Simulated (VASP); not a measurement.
Co: relaxation of cell and atoms with PBE+D3(BJ)

The system is Co.

```
CELL_PARAMETERS angstrom
2.46000 0.00000 0.00000
-1.23000 2.13042 0.00000
0.00000 0.00000 3.97000
ATOMIC_POSITIONS crystal
Co 0.33333 0.66667 0.25000
Co 0.66667 0.33333 0.75000
```

The cell was built by a generator and needn't be a form met in nature.

| Item | Value |
| --- | --- |
| Program | VASP 6.6.1 |
| Task | relaxation of cell and atoms |
| Functional | PBE |
| Dispersion | D3(BJ) |
| Potentials or basis | VASP PAW PBE potentials, release 64 (Co) |
| Cutoff | 600 eV |
| k mesh | 20 × 20 × 10 |
| Occupations | methfessel-paxton, width 0.1 eV |
| Spin | collinear spin, ferromagnetic start |
| Starting moments | [1.8, 1.8] μB |
| Further INCAR settings | ALGO = Fast; EDIFF = 1e-06; IBRION = 2; EDIFFG = -0.005; NSW = 40; ISIF = 3 |

| Property | Result |
| --- | --- |
| Relaxed volume | 10.50 Å³/atom |
| Relaxed cell | a = 2.467 Å, b = 2.467 Å, c = 3.982 Å, α = 90.00°, β = 90.00°, γ = 120.00° |
| Space group after relaxing (to 0.05 Å) | P6_3/mmc (No. 194) |
| Energy gained by relaxing | 0.6 meV/atom |
| Ionic steps | 3 |
| Pressure after relaxing | 0.0 GPa |
| Band gap on the k mesh | none (metal or under the smearing width) |
| Net moment | 3.16 μB per cell |
| Site moments | Co +1.59 μB |
| Valence electrons inside the program's atomic spheres | Co 8.34 |
| Dispersion energy per atom | -0.431 eV |

The path:
| step | energy change (eV) | largest force (eV/Å) | pressure (GPa) | volume (Å³) |
| --- | --- | --- | --- | --- |
| 1 | 0.0000 | 0.0000 | 2.20 | 20.81 |
| 2 | 0.0008 | 0.0000 | -2.67 | 21.24 |
| 3 | -0.0013 | 0.0000 | -0.01 | 21.00 |

Final structure:
```
Co
1.0
     2.46747    0.00000    0.00000
    -1.23373    2.13689    0.00000
     0.00000    0.00000    3.98187
Co
2
Direct
  0.33333 0.66667 0.25000
  0.66667 0.33333 0.75000
```

Levels at points of the mesh, in eV from the Fermi level:
Spin up:
| k point | band 8 | band 9 | band 10 | band 11 | band 12 | band 13 | band 14 | band 15 |
| --- | --- | --- | --- | --- | --- | --- | --- | --- |
| (0.00, 0.00, 0.00) | -1.94 | -1.94 | -0.77 | -0.77 | -0.06 | 6.70 | 22.24 | 25.12 |
| (0.50, 0.00, 0.00) | -0.64 | -0.53 | -0.48 | 1.40 | 3.49 | 9.98 | 10.67 | 13.07 |
| (0.00, 0.00, 0.50) | -2.70 | -1.10 | -1.10 | -1.10 | -1.10 | 15.47 | 15.47 | 22.99 |
| (0.50, 0.00, 0.50) | -1.03 | -0.54 | -0.54 | 1.67 | 1.67 | 7.57 | 7.57 | 18.77 |
Spin down:
```
           k point  band 3  band 4  band 5  band 6  band 7  band 8  band 9  band 10  band 11  band 12
(0.00, 0.00, 0.00)   -1.03   -1.01   -1.01   -0.63   -0.63   -0.20   -0.20    -0.12     1.08     1.08
(0.50, 0.00, 0.00)   -3.40   -1.92   -1.19   -1.08   -0.64    1.22    1.36     1.39     2.63     4.46
(0.00, 0.00, 0.50)   -1.60   -1.60   -1.08   -1.08   -1.08   -1.08    0.73     0.73     0.73     0.73
(0.50, 0.00, 0.50)   -2.48   -2.48   -0.08   -0.08    0.25    0.25    1.32     1.32     2.29     2.29
```

It took 3.8 min on 1 thread of Intel(R) Xeon(R) Platinum 8488C (Sapphire Rapids) (shared host), peak memory 0.28 GiB.

Caveat: pairwise dispersion overbinds metals, which lowers pressure and volume.
